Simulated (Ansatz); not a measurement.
Ga:

```
Ga
1.0
    -1.38440    1.38440    2.31122
     1.38440   -1.38440    2.31122
     1.38440    1.38440   -2.31122
Ga
1
Direct
  0.00000 0.00000 0.00000
```

This isn't the form of Ga at room conditions, which is orthorhombic.

Program: Ansatz 0.2.0. Alike in all runs: potentials or basis Ansatz PAW; no spin polarisation; cell as given; k mesh 13 × 13 × 13.

Problem. Order these runs on this cell by their pressure, lowest first.
A. level PBE; cutoff (eV) 420; smearing gaussian 0.024 eV
B. level BLYP; cutoff (eV) 420; smearing fermi-dirac 0.05 eV; points for each segment of the path 14
C. level r2SCAN; cutoff (eV) 500; smearing fermi-dirac 0.05 eV; points for each segment of the path 14

Solution. C (0.2 GPa), A (3.5 GPa), B (9.6 GPa).

Caveats: the PAW data sets come from PBE, with cores solved anew for the run's functional, which leaves a small shift of forces and pressure (some runs).
